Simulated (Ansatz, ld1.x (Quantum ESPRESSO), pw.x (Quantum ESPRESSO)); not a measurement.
# platinum (Pt): one change to the TM potential, in the atom and in the sc crystal

| Property | Result |
| --- | --- |
| Element | platinum |
| Generator | ld1.x (Quantum ESPRESSO) 7.5 |
| Type | norm-conserving Troullier–Martins (Kleinman–Bylander form) |
| Functional | PBE |
| Relativity | scalar-relativistic |
| Frozen core | [Xe] 4f14 |
| Valence charge | 10 |
| Reference configuration | 5d10 6s0 6p0 |
| Partial waves | 6p (bound, empty): rc 3.20 bohr; 5d (bound): rc 2.35 bohr; 6s (bound, empty): rc 2.50 bohr |
| Local potential | the s channel |
| Core correction | Bessel-smoothed model core, default radius (core density twice the valence density) |

Change: wave 6p (bound): rc 3.20 bohr becomes 6p (bound): rc 4.56 bohr.

Cutoffs, loose and tight: the cutoffs (Ry, on a coarse ladder) from which the occupation-weighted sum of valence levels, in a spherical-Bessel basis at the reference potential, stays within 10 and 1 mRy of its value at 400 Ry. They do not see the model core or the augmentation charge, which bear on the density cutoff. Test errors are all-electron minus pseudo excitation energies from the reference, over the configurations 5d9 6s1 6p0; 5d9 6s0 6p0; 5d8 6s0 6p0; 5d9 6s0.5 6p0; 5d8 6s2 6p0; 5d8 6s1 6p1; 5d7 6s0 6p0; variants that change the core or the reference have their own tests.

Crystal test: sc Pt in pw.x 7.5, no spin, 12³ k-points, Fermi–Dirac smearing 0.01 Ry, cutoffs set for each file from its atomic test. The reference is all-electron LAPW (Ansatz 0.2.0) with the same functional, mesh and smearing; V0 and B0 come from Birch–Murnaghan fits to the pressures at five volumes. Errors are pseudo minus all-electron; Δ is the rms difference of the E(V) curves that follow from these fits, minima aligned, over ±6 % about the mean V0. Mesh and smearing are coarse, so the numbers serve the comparison and aren't converged zero-temperature values; the lattice is a test structure that the element need not adopt.

All-electron: a0 = 2.626 Å (V0 = 18.11 Å³/atom), B0 = 184.3 GPa.

Problem. Does the change bring the crystal closer to the all-electron result?

Solution. The mean pressure error goes from +7.11 to +12.82 GPa, so the change moves the solid further from the all-electron pressures.

| quantity | base | changed |
| --- | --- | --- |
| outcome (atom) | generated | generated |
| cutoff, loose (atom) | 40 Ry | 40 Ry |
| cutoff, tight (atom) | 50 Ry | 45 Ry |
| bound ghosts (atom) | none | none |
| largest test error (meV) (atom) | -658 | -213 over the solved tests; 1 of 7 tests not solved or not reliable |
| cutoffs in pw.x (Ry) | 60/240 | 55/220 |
| a0 (Å) | 2.659 | – |
| a0 error (%) | +1.25 | – |
| B0 error (%) | -6.2 | – |
| Δ (meV/atom) | 27.0 | – |
| mean pressure error (GPa) | +7.11 | +12.82 |

A dash: not determined, or the minimum lies outside the volumes sampled.

Base: The largest radius (3.20 bohr) exceeds half the bond length (2.49 bohr), so the spheres overlap, which is one possible source of error among others. This is a poor potential for the solid. Changed file: The largest radius (4.56 bohr) exceeds half the bond length (2.49 bohr), so the spheres overlap, which is one possible source of error among others. This is a poor potential for the solid. Atomic configuration tests: 1 of 7 tests not solved or not reliable. The atomic cutoffs weigh occupied waves only.
